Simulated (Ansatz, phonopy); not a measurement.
# LiBr (Fm-3m): phonons against volume, part 3 of 3

Aim: how the vibrations of LiBr shift with volume, and the expansion that follows.

What experiment has found for this phase:
- volume expansion coefficient 149.4 1e-6/K and heat capacity C_P per formula unit 48.9 J/mol/K near room temperature (given in “High-Throughput Prediction of Finite-Temperature Properties using the Quasi-Harmonic Approximation”, 2016, arXiv:1603.06924)
- volume expansion coefficient 146.7 1e-6/K near room temperature (given in “Descriptors for thermal expansion in solids”, 2017, arXiv:1701.03966)

Ansatz 0.2.0; DFT LDA, scalar-relativistic, plane waves, PAW.

So far, highest frequency (cm⁻¹): step 6 (lattice dynamics at this volume, V/V0 1) 374.

### 10. Lattice dynamics at this volume, V/V0 0.985

Phonons at this volume give one point of F(V, T); meshes stay fixed along the series.

Input file input.yaml:

```yaml
crystal:
  lattice:
    - [0.0, 2.6416348949, 2.6416348949]
    - [2.6416348949, 0.0, 2.6416348949]
    - [2.6416348949, 2.6416348949, 0.0]
  atoms:
    - { symbol: Li, position: [0.0, 0.0, 0.0] }
    - { symbol: Br, position: [0.5, 0.5, 0.5] }
kpoints:
  mp_grid: { grid: [8, 8, 8] }
hamiltonian:
  xc: lda
scf:
  occupations: { method: fixed }
output:
  eigenvalues: true
phonons:
  method: dfpt
  dielectric: true
  rigid_motions: translations
  qmesh: [4, 4, 4]
  temperatures: { t_max: 1000, t_step: 50 }
  qpath:
    path:
      - [[0.0, 0.0, 0.0], [0.5, 0.0, 0.5], [0.625, 0.25, 0.625]]
      - [[0.375, 0.375, 0.75], [0.0, 0.0, 0.0], [0.5, 0.5, 0.5], [0.5, 0.25, 0.75], [0.5, 0.0, 0.5]]
    npoints: 10
```

Command:

```console
$ ansatz run input.yaml --threads 4 --pin off --max-ram 8192MiB --backend cpu --events-out ev --progress --plain --runs-dir out
```

Numbers of over 12 decimals in the logs are rounded to 6 here.

The log of the run:

```text
[...]
Crystal: 2 atoms, lattice volume = 36.868 Å³
Basis set: ecut = 420 eV, 725 PW (Γ), exchange–correlation on 50×50×50 points (8 copies of the dense FFT grid, shifted against one another)
Bands: 9, of which v1, the nominal top of the filled ones, is band 5 counted from 1 (4 counted from 0)
Symmetry: 48 space group operations
k-points: 59 of 512 (irreducible under 8 space group operations, time reversal used)
[...]
optical modes at Γ + LO–TO along q̂ = [0.0000, 1.0000, 0.0000]:
      ω (cm⁻¹)  modes    IR ((D/Å)²/amu)
        205.37      2            10.5482
        352.45      1             5.2741
  optical modes at Γ + LO–TO along q̂ = [0.0000, 0.0000, 1.0000]:
      ω (cm⁻¹)  modes    IR ((D/Å)²/amu)
        205.37      2            10.5482
        352.45      1             5.2741
--- Phonons (arbitrary-q DFPT): 8 irreducible q on the 4×4×4 mesh ---
[...]
interpolated dispersion: 63 rows × 6 modes
[...]
[key lines of the parts left out:]
SCF converged after 7 iterations
Free energy (F): -2898.675647 eV
Fermi energy:    2.923343 eV
```

It took 64 s on 4 threads of Arm Neoverse N1, shared host; peak memory 0.63 GiB.

No mode is imaginary beyond numerical noise at the solved wavevectors. The highest zone-centre mode (no LO–TO term) moved by +4.8 % for a volume change of -1.5 %.

### 11. A cell at another volume, V/V0 1.03

Symmetry fixes every atom, so a single point at the scaled cell gives the energy and pressure of this member.

The cell differs from the one that the last finished run ended in (a 3.736 → 3.792 Å, b 3.736 → 3.792 Å, c 3.736 → 3.792 Å).

input.yaml, the sections that differ from step 10:

```yaml
crystal:
  lattice:
    - [0.0, 2.6812653194, 2.6812653194]
    - [2.6812653194, 0.0, 2.6812653194]
    - [2.6812653194, 2.6812653194, 0.0]
  atoms:
    - { symbol: Li, position: [0.0, 0.0, 0.0] }
    - { symbol: Br, position: [0.5, 0.5, 0.5] }
output:
  forces: true
  stress: true
  eigenvalues: true
# kpoints, hamiltonian, scf: as in step 10
# phonons: removed
```

The log of the run:

```text
[...]
Crystal: 2 atoms, lattice volume = 38.552 Å³
Basis set: ecut = 420 eV, 749 PW (Γ)
Bands: 9, of which v1, the nominal top of the filled ones, is band 5 counted from 1 (4 counted from 0)
Symmetry: 48 space group operations
[...]
k-points: 29 of 512
[...]
Free energy (F): -2898.673257 eV
[...]
Internal energy: -2898.673257 eV  (E = F + TS)
E sigma→0 (E₀):  -2898.673257 eV
Fermi energy:    2.486336 eV
[...]
--- Stress (GPa, compression-positive) ---
       -0.919855      -0.000000      -0.000000
        0.000000      -0.919855      -0.000000
       -0.000000      -0.000000      -0.919855
  P = ⅓ Tr σ = -0.9199 GPa (-9.199 kbar)
--- Band table (eV; the first three rows and the last of 29) ---
[...]
[key lines of the parts left out:]
SCF converged after 6 iterations
```

Run time: 0.54 s. Hardware: 4 threads; peak memory 0.27 GiB.

The run ends at a pressure of -0.92 GPa.

### 12. Phonons, V/V0 1.03

Phonons at this volume give one point of F(V, T); meshes stay fixed along the series.

input.yaml, the sections that differ from step 11:

```yaml
output:
  eigenvalues: true
phonons:
  method: dfpt
  dielectric: true
  rigid_motions: translations
  qmesh: [4, 4, 4]
  temperatures: { t_max: 1000, t_step: 50 }
  qpath:
    path:
      - [[0.0, 0.0, 0.0], [0.5, 0.0, 0.5], [0.625, 0.25, 0.625]]
      - [[0.375, 0.375, 0.75], [0.0, 0.0, 0.0], [0.5, 0.5, 0.5], [0.5, 0.25, 0.75], [0.5, 0.0, 0.5]]
    npoints: 10
# crystal, kpoints, hamiltonian, scf: as in step 11
```

The log of the run:

```text
[...]
Crystal: 2 atoms, lattice volume = 38.552 Å³
Basis set: ecut = 420 eV, 749 PW (Γ), exchange–correlation on 54×54×54 points (8 copies of the dense FFT grid, shifted against one another)
Bands: 9, of which v1, the nominal top of the filled ones, is band 5 counted from 1 (4 counted from 0)
Symmetry: 48 space group operations
k-points: 59 of 512 (irreducible under 8 space group operations, time reversal used)
[...]
optical modes at Γ + LO–TO along q̂ = [0.0000, 1.0000, 0.0000]:
      ω (cm⁻¹)  modes    IR ((D/Å)²/amu)
        177.67      2            10.7447
        336.69      1             5.3723
  optical modes at Γ + LO–TO along q̂ = [0.0000, 0.0000, 1.0000]:
      ω (cm⁻¹)  modes    IR ((D/Å)²/amu)
        177.67      2            10.7447
        336.69      1             5.3723
--- Phonons (arbitrary-q DFPT): 8 irreducible q on the 4×4×4 mesh ---
[...]
interpolated dispersion: 63 rows × 6 modes
[...]
[key lines of the parts left out:]
SCF converged after 7 iterations
Free energy (F): -2898.673255 eV
Fermi energy:    2.486349 eV
```

It took 68 s on 4 threads; peak memory 0.64 GiB.

LO-TO term included. Phonon branches along the path, in cm⁻¹:

```csv
point,branch 1,branch 2,branch 3,branch 4,branch 5,branch 6
Γ,0,0,0,178,178,337
halfway,60,60,99,185,185,278
X,77,77,113,187,187,203
halfway,78,87,112,189,203,203
U,80,104,108,195,200,240
jump to K,80,104,108,195,200,240
halfway,61,69,100,185,198,326
Γ,0,0,0,178,178,337
halfway,52,52,92,188,188,350
L,71,71,125,199,199,363
halfway,79,92,116,198,199,296
W,95,100,100,198,198,235
halfway,85,88,110,192,202,212
X,77,77,113,187,187,203
```

The phonon branches as a text plot (rows in cm⁻¹):

```
    356 |                                   ********
    341 |**                       **********        *
    326 |  **                   **
    310 |                      *                     *
    295 |    **              **                       *
    280 |      *            *                          *
    265 |                  *                            *
    250 |       *
    235 |        *       **                              ***
    220 |         **    *                                   **
    204 |           *********   **             ******************
    189 |  *****  ********* ***** ***      ****             *****
    174 |**     **               **********
    159 |
    144 |
    129 |                                       *****
    114 |       ****************              **     ****   *****
     98 |      *        *****   *           **        *******
     83 |    **     ************ *         *       ******    ****
     68 |   *   ****         **** **          *******
     53 |  * ***                 *  *     * **
     38 |   *                     ***    ***
     23 | **                        **  **
      8 |**                          ****
         Γ           X  U|K            Γ         L        W     X
```

No mode is imaginary beyond numerical noise at the solved wavevectors. The highest zone-centre mode (no LO–TO term) moved by -9.4 % for a volume change of +3.0 %.

### 13. A cell at another volume, V/V0 0.97

Symmetry fixes every atom, so a single point at the scaled cell gives the energy and pressure of this member.

The cell differs from the one that the last finished run ended in (a 3.792 → 3.717 Å, b 3.792 → 3.717 Å, c 3.792 → 3.717 Å).

input.yaml, the sections that differ from step 12:

```yaml
crystal:
  lattice:
    - [0.0, 2.6281569314, 2.6281569314]
    - [2.6281569314, 0.0, 2.6281569314]
    - [2.6281569314, 2.6281569314, 0.0]
  atoms:
    - { symbol: Li, position: [0.0, 0.0, 0.0] }
    - { symbol: Br, position: [0.5, 0.5, 0.5] }
output:
  forces: true
  stress: true
  eigenvalues: true
# kpoints, hamiltonian, scf: as in step 12
# phonons: removed
```

The log of the run:

```text
[...]
Crystal: 2 atoms, lattice volume = 36.306 Å³
Basis set: ecut = 420 eV, 725 PW (Γ)
Bands: 9, of which v1, the nominal top of the filled ones, is band 5 counted from 1 (4 counted from 0)
Symmetry: 48 space group operations
[...]
k-points: 29 of 512
[...]
Free energy (F): -2898.672837 eV
[...]
Internal energy: -2898.672837 eV  (E = F + TS)
E sigma→0 (E₀):  -2898.672837 eV
Fermi energy:    3.078885 eV
[...]
--- Stress (GPa, compression-positive) ---
        1.088484      -0.000000      -0.000000
        0.000000       1.088484      -0.000000
        0.000000      -0.000000       1.088484
  P = ⅓ Tr σ = 1.0885 GPa (10.885 kbar)
--- Band table (eV; the first three rows and the last of 29) ---
[...]
[key lines of the parts left out:]
SCF converged after 6 iterations
```

It took 0.54 s on 4 threads; peak memory 0.26 GiB.

The run ends at a pressure of 1.09 GPa.

### 14. Lattice dynamics at this volume, V/V0 0.97

The same q-mesh and k-mesh are kept at every volume, so that much of their error can cancel in the differences.

input.yaml, the sections that differ from step 13:

```yaml
output:
  eigenvalues: true
phonons:
  method: dfpt
  dielectric: true
  rigid_motions: translations
  qmesh: [4, 4, 4]
  temperatures: { t_max: 1000, t_step: 50 }
  qpath:
    path:
      - [[0.0, 0.0, 0.0], [0.5, 0.0, 0.5], [0.625, 0.25, 0.625]]
      - [[0.375, 0.375, 0.75], [0.0, 0.0, 0.0], [0.5, 0.5, 0.5], [0.5, 0.25, 0.75], [0.5, 0.0, 0.5]]
    npoints: 10
# crystal, kpoints, hamiltonian, scf: as in step 13
```

The log of the run:

```text
[...]
Crystal: 2 atoms, lattice volume = 36.306 Å³
Basis set: ecut = 420 eV, 725 PW (Γ), exchange–correlation on 50×50×50 points (8 copies of the dense FFT grid, shifted against one another)
Bands: 9, of which v1, the nominal top of the filled ones, is band 5 counted from 1 (4 counted from 0)
Symmetry: 48 space group operations
k-points: 59 of 512 (irreducible under 8 space group operations, time reversal used)
[...]
optical modes at Γ + LO–TO along q̂ = [0.0000, 1.0000, 0.0000]:
      ω (cm⁻¹)  modes    IR ((D/Å)²/amu)
        214.80      2            10.4775
        358.08      1             5.2388
  optical modes at Γ + LO–TO along q̂ = [0.0000, 0.0000, 1.0000]:
      ω (cm⁻¹)  modes    IR ((D/Å)²/amu)
        214.80      2            10.4775
        358.08      1             5.2388
--- Phonons (arbitrary-q DFPT): 8 irreducible q on the 4×4×4 mesh ---
[...]
interpolated dispersion: 63 rows × 6 modes
[...]
[key lines of the parts left out:]
SCF converged after 7 iterations
Free energy (F): -2898.672835 eV
Fermi energy:    3.078882 eV
```

The job ended after 64 s (4 threads; peak memory 0.62 GiB).

No mode is imaginary beyond numerical noise at the solved wavevectors. The highest zone-centre mode (no LO–TO term) moved by +9.6 % for a volume change of -3.0 %.

### 15. A cell at another volume, V/V0 1.05

Symmetry fixes every atom, so a single point at the scaled cell gives the energy and pressure of this member.

The cell differs from the one that the last finished run ended in (a 3.717 → 3.816 Å, b 3.717 → 3.816 Å, c 3.717 → 3.816 Å).

input.yaml, the sections that differ from step 14:

```yaml
crystal:
  lattice:
    - [0.0, 2.6985086571, 2.6985086571]
    - [2.6985086571, 0.0, 2.6985086571]
    - [2.6985086571, 2.6985086571, 0.0]
  atoms:
    - { symbol: Li, position: [0.0, 0.0, 0.0] }
    - { symbol: Br, position: [0.5, 0.5, 0.5] }
output:
  forces: true
  stress: true
  eigenvalues: true
# kpoints, hamiltonian, scf: as in step 14
# phonons: removed
```

The log of the run:

```text
[...]
Crystal: 2 atoms, lattice volume = 39.301 Å³
Basis set: ecut = 420 eV, 749 PW (Γ)
Bands: 9, of which v1, the nominal top of the filled ones, is band 5 counted from 1 (4 counted from 0)
Symmetry: 48 space group operations
[...]
k-points: 29 of 512
[...]
Free energy (F): -2898.667681 eV
[...]
Internal energy: -2898.667681 eV  (E = F + TS)
E sigma→0 (E₀):  -2898.667681 eV
Fermi energy:    2.305321 eV
[...]
--- Stress (GPa, compression-positive) ---
       -1.456539       0.000000       0.000000
       -0.000000      -1.456539      -0.000000
       -0.000000       0.000000      -1.456539
  P = ⅓ Tr σ = -1.4565 GPa (-14.565 kbar)
--- Band table (eV; the first three rows and the last of 29) ---
[...]
[key lines of the parts left out:]
SCF converged after 6 iterations
```

The job ended after 0.56 s (4 threads; peak memory 0.27 GiB).

The run ends at a pressure of -1.46 GPa.

### 16. Phonons, V/V0 1.05

The same q-mesh and k-mesh are kept at every volume, so that much of their error can cancel in the differences.

input.yaml, the sections that differ from step 15:

```yaml
output:
  eigenvalues: true
phonons:
  method: dfpt
  dielectric: true
  rigid_motions: translations
  qmesh: [4, 4, 4]
  temperatures: { t_max: 1000, t_step: 50 }
  qpath:
    path:
      - [[0.0, 0.0, 0.0], [0.5, 0.0, 0.5], [0.625, 0.25, 0.625]]
      - [[0.375, 0.375, 0.75], [0.0, 0.0, 0.0], [0.5, 0.5, 0.5], [0.5, 0.25, 0.75], [0.5, 0.0, 0.5]]
    npoints: 10
# crystal, kpoints, hamiltonian, scf: as in step 15
```

The log of the run:

```text
[...]
Crystal: 2 atoms, lattice volume = 39.301 Å³
Basis set: ecut = 420 eV, 749 PW (Γ), exchange–correlation on 54×54×54 points (8 copies of the dense FFT grid, shifted against one another)
Bands: 9, of which v1, the nominal top of the filled ones, is band 5 counted from 1 (4 counted from 0)
Symmetry: 48 space group operations
k-points: 59 of 512 (irreducible under 8 space group operations, time reversal used)
[...]
optical modes at Γ + LO–TO along q̂ = [0.0000, 1.0000, 0.0000]:
      ω (cm⁻¹)  modes    IR ((D/Å)²/amu)
        165.53      2            10.8251
        330.20      1             5.4126
  optical modes at Γ + LO–TO along q̂ = [0.0000, 0.0000, 1.0000]:
      ω (cm⁻¹)  modes    IR ((D/Å)²/amu)
        165.53      2            10.8251
        330.20      1             5.4126
--- Phonons (arbitrary-q DFPT): 8 irreducible q on the 4×4×4 mesh ---
[...]
interpolated dispersion: 63 rows × 6 modes
[...]
[key lines of the parts left out:]
SCF converged after 7 iterations
Free energy (F): -2898.667679 eV
Fermi energy:    2.305318 eV
```

It took 67 s on 4 threads; peak memory 0.64 GiB; 4.3 min of CPU time.

LO-TO term included. Phonon branches along the path, in cm⁻¹:

```csv
point,branch 1,branch 2,branch 3,branch 4,branch 5,branch 6
Γ,0,0,0,166,166,330
halfway,59,59,94,173,173,271
X,76,76,111,174,174,192
halfway,77,85,110,178,192,192
U,78,101,106,184,189,231
jump to K,78,101,106,184,189,231
halfway,58,68,96,175,186,320
Γ,0,0,0,166,166,330
halfway,50,50,89,177,177,343
L,68,68,122,190,190,357
halfway,76,89,114,187,188,289
W,92,99,99,186,186,227
halfway,84,86,109,180,191,203
X,76,76,111,174,174,192
```

The phonon branches as a text plot (rows in cm⁻¹):

```
    349 |                                   ********
    334 |**                       **********        *
    320 |  **                   **
    305 |                      *                     *
    290 |    **              **                       *
    275 |      *            *                          *
    260 |                  *
    245 |       *                                       *
    230 |                 *                              ***
    216 |        *       *                                  **
    201 |         ***   *                                     *
    186 |            ***************         ********************
    171 |***************        *************                  **
    156 |
    141 |
    126 |                                       ****
    112 |       ****************              **    *****   *****
     97 |      *        *****   *            *         ******
     82 |    **     ******** *** *         **       *****    ****
     67 |   *   ****        ***** **          ********
     52 |    ***                **  *     * **
     37 |  **                     ***    ***
     22 | **                        **  **
      7 |**                          ****
         Γ           X  U|K            Γ         L        W     X
```

No mode is imaginary beyond numerical noise at the solved wavevectors. The highest zone-centre mode (no LO–TO term) moved by -15.6 % for a volume change of +5.0 %.

### 17. Mode Grüneisen parameters

This step: DFT LDA, scalar-relativistic, plane waves, PAW (phonopy 4.10.0).

This step gave:

| Item | Value |
| --- | --- |
| share of modes with a negative Grüneisen parameter | 0 |

Mean Grüneisen, by row:

```csv
T (K),heat-capacity-weighted mean,root mean square
50,1.618,1.725
100,1.809,1.936
200,1.874,2.005
300,1.883,2.014
500,1.886,2.017
800,1.887,2.018
```

Table of mean mode Grueneisen parameter by wavenumber:

```csv
wavenumber (cm⁻¹),mean mode Grueneisen parameter
6,-
19,1.49
31,1.64
44,1.58
56,1.67
68,1.62
81,1.64
94,1.39
106,1.25
118,1.31
131,1.45
143,-
156,-
168,-
181,-
193,3.01
206,2.81
218,2.64
231,2.37
243,2.03
256,1.8
268,1.63
280,1.51
293,1.41
305,1.29
318,1.19
330,1.14
343,1.06
355,1.03
368,0.99
```

Volume series, by row:

```csv
V/V0,V (Å³/atom),pressure (GPa),E - E0 (meV/atom),gap (eV),zero-point energy (meV/atom),lowest on the path (cm⁻¹),highest at Gamma without the LO-TO term (cm⁻¹)
0.97,18.15,1.088,1.858,5.314,32.63,0,214.8
0.985,18.43,0.524,0.452,5.231,31.69,0,205.4
1,18.71,0.003,0,5.15,30.77,0,196.1
1.015,19,-0.477,0.421,5.073,29.87,0,186.8
1.03,19.28,-0.92,1.648,4.999,28.98,0,177.7
1.05,19.65,-1.457,4.436,4.905,27.83,0,165.5
```

The optical frequency at Gamma without the LO-TO term, mode 4 by V/V0:

```csv
V/V0,"optical frequency at Gamma without the LO-TO term, mode 4 (cm⁻¹)"
0.9700,215
0.9850,205
1.0000,196
1.0150,187
1.0300,178
1.0500,166
```

Grüneisen at points, by row:

```csv
point,branch,frequency (cm⁻¹),mode Grüneisen parameter
Γ,4,196.1,3.15
Γ,6,347,1.03
X,1,78.1,0.58
X,3,114.8,0.55
X,4,205.1,3.03
X,6,221.5,2.78
U,1,83.8,1.4
U,2,108.1,1.33
U,3,110,0.66
U,4,211.7,2.66
U,5,218.4,2.8
U,6,253.8,1.89
K,1,83.8,1.4
K,2,108.1,1.33
K,3,110,0.66
K,4,211.7,2.66
K,5,218.4,2.8
K,6,253.8,1.89
L,1,76.7,2.43
L,3,130.9,1.5
L,4,214.6,2.41
L,6,373.8,0.96
W,1,100.7,1.85
W,2,102.5,0.66
W,4,216.2,2.83
W,6,248.4,1.8
```

### 18. Free-energy fit

Table of energy (each curve on its own zero) by volume; values in meV/atom:

```csv
volume (Å³/atom),static,F at 0 K,F at 300 K,F at 600 K
18.153,1.86,4.19,7.85,13.3
18.434,0.45,1.85,4.13,7.48
18.715,0,0.47,1.35,2.59
18.995,0.42,0,-0.58,-1.48
19.276,1.65,0.34,-1.74,-4.82
19.650,4.44,1.97,-2.19,-8.25
```

Phonopy-qha, vinet fit of F(V) at each temperature; no electronic free energy. Qha vinet, by row:

```csv
T (K),fitted volume (Å³/atom),alpha_V (1e-6/K),B_T (GPa),C_P (J/mol-atom/K),Grueneisen
75,19.05,66.04,31.1,13.13,1.799
100,19.09,87.81,30.62,16.67,1.881
125,19.14,104.3,30.06,19.18,1.932
150,19.19,116.9,29.46,20.97,1.965
175,19.25,127,28.82,22.3,1.99
200,19.31,135.7,28.17,23.34,2.011
225,19.38,143.5,27.49,24.18,2.031
250,19.45,150.9,26.78,24.9,2.051
```

Table of volume expansion coefficient, phonopy-qha, Vinet by temperature:

```csv
temperature (K),"volume expansion coefficient, phonopy-qha, Vinet (1e-6/K)"
75.0,66.0
100.0,87.8
125.0,104
150.0,117
175.0,127
200.0,136
225.0,144
250.0,151
```

### 19. Results

* mean mode Grüneisen parameter at 300 K: 1.88

What this shows: The table stops at 250 K because beyond it the fitted volume comes within 1 % of the largest computed cell, where the fit loses its support. The heat-capacity-weighted Grüneisen parameter goes from 1.62 at 50 K to 1.89 at 800 K. Weighting γ by the density of states and each mode's heat capacity at 300 K, modes below 120 cm⁻¹ give about 39 % of the sum of γC that drives the expansion, those up to 250 cm⁻¹ 52 % and the rest 9 %. Among the labelled points γ is largest for branch 4 at Γ (196 cm⁻¹, 3.1) and smallest for branch 3 at X (115 cm⁻¹, 0.55). The PAW files were made for PBE and are used here under another functional, for which the program regenerates the frozen cores.

[Logs are printed without paths, hosts, clocks, repeated set-up lines and the standing remarks that a program may print on its own settings, such as how far it seeks lower states.]

[Hosts, paths, dates, database ids (printed as entryN), source tags and the programs' standing remarks are cut or masked in the printed files.]

[A step with changed settings may run another functional than the one named; its input shows which.]

[Of the runs on displaced cells, only some may be shown.]
